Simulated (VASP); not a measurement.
# PbO (Pbcm) in VASP: reference runs

Reference runs on PbO: the cell as given and a disturbed copy.

Program: VASP 6.6.1. These are calculated values, not measurements. Logs are shortened: lines on timing, memory, paths and dates and some standing lists are left out, and cuts for length are marked.

### Step 1. The crystal as given

It takes space group Pbcm (No. 57, orthorhombic). The conventional cell has a = 5.876 Å, b = 5.476 Å, c = 4.743 Å, α = 90.00°, β = 90.00°, γ = 90.00°. Around Pb (site symmetry m) lie 2 O at 2.17 to 2.44 Å. O (site symmetry m) has 2 Pb at 2.17 to 2.44 Å as nearest neighbours.

### Step 2. Single point, PBE

Input file INCAR:

```
ALGO     = Normal         # electronic algorithm
EDIFF    = 1E-7           # SCF threshold, eV
ENCUT    = 520            # plane-wave cutoff, eV
GGA      = PE             # functional
ISIF     = 2              # what is computed and relaxed
ISMEAR   = -1             # smearing method
LASPH    = T              # aspherical terms in the spheres
LCHARG   = F              # write CHGCAR
LREAL    = F              # projectors in reciprocal space
LWAVE    = F              # write WAVECAR
NBANDS   = 50             # bands
NELM     = 100            # most SCF steps
PREC     = Accurate       # precision mode
SIGMA    = 0.05           # smearing width, eV
```

Input file KPOINTS:

```
k-points
0
Gamma
  5 5 6
```

Input file POSCAR:

```
PbO
1.0
    5.8760000000      0.0000000000      0.0000000000
    0.0000000000      5.4760000000      0.0000000000
    0.0000000000      0.0000000000      4.7430000000
Pb O
4 4
Direct
    0.7690000000      0.5140000000      0.2500000000
    0.2310000000      0.4860000000      0.7500000000
    0.7690000000      0.9860000000      0.7500000000
    0.2310000000      0.0140000000      0.2500000000
    0.1320000000      0.5820000000      0.2500000000
    0.8680000000      0.4180000000      0.7500000000
    0.1320000000      0.9180000000      0.7500000000
    0.8680000000      0.0820000000      0.2500000000
```

Potentials or basis: VASP PAW PBE potentials, release 64 (Pb_d, O).

On the command line:

```bash
cat potpaw_PBE.64/Pb_d/POTCAR potpaw_PBE.64/O/POTCAR > POTCAR
mpirun -np 1 vasp_std > vasp.out
```

OUTCAR:

```text
EDIFF = 1E-7
   ENCUT = 520
   GGA = PE
   ISIF = 2
   ISMEAR = -1
   LASPH = T
   LREAL = F
   NELM = 100
   PREC = Accurate

 ion  position               nearest neighbor table
   1  0.769  0.514  0.250-   5 2.17   8 2.44   6 2.50   6 2.50   3 3.51   3 3.51   2 3.61   2 3.61
                             3 3.74   3 3.74   4 3.86   4 3.86   2 3.95   2 3.95
   2  0.231  0.486  0.750-   6 2.17   7 2.44   5 2.50   5 2.50   4 3.51   4 3.51   1 3.61   1 3.61
                             4 3.74   4 3.74   3 3.86   3 3.86   1 3.95   1 3.95
   3  0.769  0.986  0.750-   7 2.17   6 2.44   8 2.50   8 2.50   1 3.51   1 3.51   4 3.61   4 3.61
                             1 3.74   1 3.74   2 3.86   2 3.86   4 3.95   4 3.95
   4  0.231  0.014  0.250-   8 2.17   5 2.44   7 2.50   7 2.50   2 3.51   2 3.51   3 3.61   3 3.61
                             2 3.74   2 3.74   1 3.86   1 3.86   3 3.95   3 3.95
   5  0.132  0.582  0.250-   1 2.17   4 2.44   2 2.50   2 2.50
   6  0.868  0.418  0.750-   2 2.17   3 2.44   1 2.50   1 2.50
   7  0.132  0.918  0.750-   3 2.17   2 2.44   4 2.50   4 2.50
   8  0.868  0.082  0.250-   4 2.17   1 2.44   3 2.50   3 2.50

  LATTYP: Found a simple orthorhombic cell.
 ALAT       =     4.7430000000
 B/A-ratio  =     1.1545435378
 C/A-ratio  =     1.2388783470

  Lattice vectors:

 A1 = (   0.0000000000,   0.0000000000,  -4.7430000000)
 A2 = (   0.0000000000,   5.4760000000,   0.0000000000)
 A3 = (   5.8760000000,   0.0000000000,   0.0000000000)

Analysis of symmetry for initial positions (statically):
=====================================================================
 Subroutine PRICEL returns:
 Original cell was already a primitive cell.

 Routine SETGRP: Setting up the symmetry group for a
 simple orthorhombic supercell.

 Subroutine GETGRP returns: Found  8 space group operations
 (whereof  2 operations were pure point group operations)
 out of a pool of  8 trial point group operations.

The static configuration has the point symmetry S_2 .
 The point group associated with its full space group is D_2h.

Analysis of symmetry for dynamics (positions and initial velocities):
=====================================================================
 Subroutine PRICEL returns:
 Original cell was already a primitive cell.

 Routine SETGRP: Setting up the symmetry group for a
 simple orthorhombic supercell.

 Subroutine GETGRP returns: Found  8 space group operations
 (whereof  2 operations were pure point group operations)
 out of a pool of  8 trial point group operations.

The dynamic configuration has the point symmetry S_2 .
 The point group associated with its full space group is D_2h.

 Subroutine INISYM returns: Found  8 space group operations
 (whereof  2 operations are pure point group operations),
 and found     1 'primitive' translations

----------------------------------------------------------------------------------------

                                     Primitive cell

  volume of cell :     152.6154

  direct lattice vectors                    reciprocal lattice vectors
     5.876000000  0.000000000  0.000000000     0.170183799  0.000000000  0.000000000
     0.000000000  5.476000000  0.000000000     0.000000000  0.182615047  0.000000000
     0.000000000  0.000000000  4.743000000     0.000000000  0.000000000  0.210837023

  length of vectors
     5.876000000  5.476000000  4.743000000     0.170183799  0.182615047  0.210837023

  position of ions in fractional coordinates (direct lattice)
     0.769000000  0.514000000  0.250000000
     0.231000000  0.486000000  0.750000000
     0.769000000  0.986000000  0.750000000
     0.231000000  0.014000000  0.250000000
     0.132000000  0.582000000  0.250000000
     0.868000000  0.418000000  0.750000000
     0.132000000  0.918000000  0.750000000
     0.868000000  0.082000000  0.250000000

  ion indices of the primitive-cell ions
   primitive index   ion index
                 1           1
                 2           2
                 3           3
                 4           4
                 5           5
                 6           6
                 7           7
                 8           8

----------------------------------------------------------------------------------------

 KPOINTS: k-points

Automatic generation of k-mesh.
 Grid dimensions read from file:
 generate k-points for:    5    5    6

 Generating k-lattice:

  Cartesian coordinates                     Fractional coordinates (reciprocal lattice)
     0.034036760  0.000000000  0.000000000     0.200000000  0.000000000  0.000000000
     0.000000000  0.036523009  0.000000000     0.000000000  0.200000000  0.000000000
     0.000000000  0.000000000  0.035139504     0.000000000  0.000000000  0.166666667

  Length of vectors
     0.034036760  0.036523009  0.035139504

  Shift w.r.t. Gamma in fractional coordinates (k-lattice)
     0.000000000  0.000000000  0.000000000

 Subroutine IBZKPT returns following result:
 ===========================================

 Found     36 irreducible k-points:

 Following reciprocal coordinates:
            Coordinates               Weight
  0.000000  0.000000  0.000000      1.000000
  0.200000  0.000000  0.000000      2.000000
  0.400000  0.000000  0.000000      2.000000
  0.000000  0.200000  0.000000      2.000000
  0.200000  0.200000  0.000000      4.000000
  0.400000  0.200000  0.000000      4.000000
[... 16 lines left out ...]
  0.200000  0.200000  0.333333      8.000000
  0.400000  0.200000  0.333333      8.000000
 [... further k-points ...]
   k-points           NKPTS =     36   k-points in BZ     NKDIM =     36   number of bands    NBANDS=     50
   number of dos      NEDOS =    301   number of ions     NIONS =      8
   total plane-waves  NPLWV =  72576
   dimension x,y,z NGX =    48 NGY =   42 NGZ =   36
   dimension x,y,z NGXF=    96 NGYF=   84 NGZF=   72
   ions per type =               4   4
   NGX,Y,Z   is equivalent  to a cutoff of  13.58, 12.75, 12.62 a.u.
   NGXF,Y,Z  is equivalent  to a cutoff of  27.16, 25.50, 25.24 a.u.
 SYSTEM =  unknown system
   PREC   = accura    normal or accurate (medium, high low for compatibility)
   ISTART =      0    job   : 0-new  1-cont  2-samecut
   ICHARG =      2    charge: 1-file 2-atom 10-const
   ISPIN  =      1    spin polarized calculation?
   LNONCOLLINEAR =      F non collinear calculations
   LSORBIT =      F    spin-orbit coupling
   LASPH  =      T    aspherical Exc in radial PAW
   ENCUT  =  520.0 eV  38.22 Ry    6.18 a.u.  10.93 10.18  8.82*2*pi/ulx,y,z
   NELM   =    100;   NELMIN=  2; NELMDL= -5     # of ELM steps
   EDIFF  = 0.1E-06   stopping-criterion for ELM
   LREAL  =      F    real-space projection
   EDIFFG = 0.1E-05   stopping-criterion for IOM
   NSW    =      0    number of steps for IOM
   IBRION =     -1    ionic relax: 0-MD 1-quasi-New 2-CG
   NFREE  =      0    steps in history (QN), initial steepest desc. (CG)
   ISIF   =      2    stress and relaxation
   ISYM   =      2    0-nonsym 1-usesym 2-fastsym
   POTIM  = 0.5000    time-step for ionic-motion
   TEBEG  =    0.0;   TEEND  =   0.0 temperature during run
   PSTRESS=    0.0 pullay stress
   NELECT =      80.0000    total number of electrons
   NUPDOWN=      -1.0000    fix difference up-down
   EMIN   =  10.00;   EMAX   =-10.00  energy-range for DOS
   EFERMI =   0.00;   METHOD = LEGACY
   ISMEAR =    -1;   SIGMA  =   0.05  broadening in eV -4-tet -1-fermi 0-gaus
   EFERMI_NEDOS =   21; number of points for ismear=-14 and -15
   IALGO  =     38    algorithm
   IMIX   =      4    mixing-type and parameters
     AMIX     =   0.40;   BMIX     =  1.00
     AMIX_MAG =   1.60;   BMIX_MAG =  1.00
  volume/ion in A,a.u.               =      19.08       128.74
  Fermi-wavevector in a.u.,A,eV,Ry     =   1.319994  2.494427 23.706585  1.742385
  Thomas-Fermi vector in A             =   2.449852
   LORBIT       =      0    0 simple, 1 ext, 2 COOP (PROOUT), +10 PAW based schemes
   GGA     = PE    functional components
   LHFCALC =     F    Hartree Fock is set to
   AEXX    =    0.0000 exact exchange contribution
   IVDW    =     0    specifies the selected vdW correction
   LEPSILON=     F    determine dielectric tensor
   LRPA    =     F    only Hartree local field effects (RPA)
 non-spin polarized calculation
  energy-cutoff  :      520.00
  volume of cell :      152.62
 maximum number of plane-waves:      4140
 NGX is ok and might be reduce to    48
   NGX = 21   NGY = 21   NGZ = 17

 number of electron      79.9999990 magnetization

 Free energy of the ion-electron system (eV)
  ---------------------------------------------------
  ext. energy  EPLUGINS =         0.00000000
  ---------------------------------------------------
  free energy    TOTEN  =       -42.39654351 eV

  energy without entropy =      -42.39654351  energy(sigma->0) =      -42.39654351

 E-fermi :   5.8180     XC(G=0): -10.1481

 val. band max:        4.8096617472   @ k =   0.4000   0.2000   0.0000
 cond. band min:       6.7783269298   @ k =   0.4000   0.4000   0.3333
 fundamental gap:      1.9686651826
 Fermi energy:         5.8180404026

 k-point     1 :       0.0000    0.0000    0.0000
  band No.  band energies     occupation
      1     -12.6529      2.00000
      2     -12.4919      2.00000
      3     -12.4161      2.00000
      4     -12.3564      2.00000
      5     -10.7327      2.00000
      6     -10.6718      2.00000
[... 42 lines left out ...]
     49      12.4602      0.00000
     50      12.9684      0.00000

 k-point     2 :       0.2000    0.0000    0.0000
  band No.  band energies     occupation
      1     -12.6410      2.00000
      2     -12.4847      2.00000
      3     -12.4063      2.00000
      4     -12.3472      2.00000
      5     -10.7292      2.00000
      6     -10.6755      2.00000
[... 42 lines left out ...]
     49      12.3548      0.00000
     50      12.4150      0.00000

 k-point     3 :       0.4000    0.0000    0.0000
  band No.  band energies     occupation
      1     -12.6215      2.00000
      2     -12.4728      2.00000
      3     -12.3901      2.00000
      4     -12.3323      2.00000
      5     -10.7222      2.00000
      6     -10.6829      2.00000
[... 42 lines left out ...]
     49      11.6923      0.00000
     50      11.7375      0.00000

 k-point     4 :       0.0000    0.2000    0.0000
  band No.  band energies     occupation
      1     -12.6212      2.00000
      2     -12.4980      2.00000
      3     -12.3850      2.00000
      4     -12.3413      2.00000
      5     -10.7062      2.00000
      6     -10.6487      2.00000
[... 999 lines left out ...]
 k-point    23 :       0.2000    0.2000    0.3333
  band No.  band energies     occupation
      1     -12.4366      2.00000
      2     -12.3798      2.00000
      3     -12.3187      2.00000
      4     -12.3018      2.00000
      5     -10.6495      2.00000
      6     -10.6278      2.00000
[... 42 lines left out ...]
     49      11.9259      0.00000
     50      12.1371      0.00000

 k-point    24 :       0.4000    0.2000    0.3333
  band No.  band energies     occupation
      1     -12.4227      2.00000
      2     -12.3689      2.00000
      3     -12.3066      2.00000
      4     -12.2892      2.00000
      5     -10.6490      2.00000
      6     -10.6324      2.00000
[... 42 lines left out ...]
     49      12.1797      0.00000
     50      12.4699      0.00000

 [... further k-points ...]

------------------------ aborting loop because EDIFF is reached ----------------------------------------

  FORCE on cell =-STRESS in cart. coord.  units (eV):
  Direction    XX          YY          ZZ          XY          YZ          ZX
  --------------------------------------------------------------------------------------
  -------------------------------------------------------------------------------------
  Total        6.3846590     -1.3121158      1.6996878      0.0000000      0.0000000      0.0000000
  in kB       67.0270239    -13.7747718     17.8435549      0.0000000      0.0000000      0.0000000
  external PRESSURE =      23.6986024 kB  Pullay stress =       0.0000000 kB

 VOLUME and BASIS-vectors are now :
 -----------------------------------------------------------------------------
  energy-cutoff  :      520.00
  volume of cell :      152.62
      direct lattice vectors                 reciprocal lattice vectors
     5.876000000  0.000000000  0.000000000     0.170183799  0.000000000  0.000000000
     0.000000000  5.476000000  0.000000000     0.000000000  0.182615047  0.000000000
     0.000000000  0.000000000  4.743000000     0.000000000  0.000000000  0.210837023

 POSITION                                       TOTAL-FORCE (eV/Angst)
 -----------------------------------------------------------------------------------
      4.51864      2.81466      1.18575        -0.343736     -0.882359     -0.000000
      1.35736      2.66134      3.55725         0.343736      0.882359      0.000000
      4.51864      5.39934      3.55725        -0.343736      0.882359      0.000000
      1.35736      0.07666      1.18575         0.343736     -0.882359     -0.000000
      0.77563      3.18703      1.18575         0.819992      0.314156     -0.000000
      5.10037      2.28897      3.55725        -0.819992     -0.314156      0.000000
      0.77563      5.02697      3.55725         0.819992     -0.314156     -0.000000
      5.10037      0.44903      1.18575        -0.819992      0.314156     -0.000000
 -----------------------------------------------------------------------------------
    total drift:                                0.000000      0.000000     -0.000000

  FREE ENERGIE OF THE ION-ELECTRON SYSTEM (eV)
  ---------------------------------------------------
  free  energy   TOTEN  =       -42.3965435107 eV

  energy  without entropy=      -42.3965435096  energy(sigma->0) =      -42.39654351
```

Run time: 2.8 min. Hardware: 1 thread of Intel Xeon Platinum 8559C (Emerald Rapids), shared host; peak memory 0.37 GiB.

What came out:

| Property | Result |
| --- | --- |
| Free energy | -42.3965 eV |
| Pressure | 2.4 GPa |
| Largest force | 0.947 eV/Å |
| Band gap on the k mesh | 1.97 eV, indirect (least direct gap 2.15 eV) |

Forces on the atoms (eV/Å):
```
Pb  -0.344 -0.882  0.000
Pb   0.344  0.882  0.000
Pb  -0.344  0.882  0.000
Pb   0.344 -0.882  0.000
O    0.820  0.314  0.000
O   -0.820 -0.314  0.000
O    0.820 -0.314  0.000
O   -0.820  0.314  0.000
```

Caveat: spin-orbit coupling is left out, which as a rule narrows the gap of such compounds by several tenths of an eV; an odd mesh through Γ misses points on the zone boundary, where band edges often lie; the cell's inner coordinates are idealised or old, which leaves forces on the atoms.

(Part 1 of 2 ends here.)
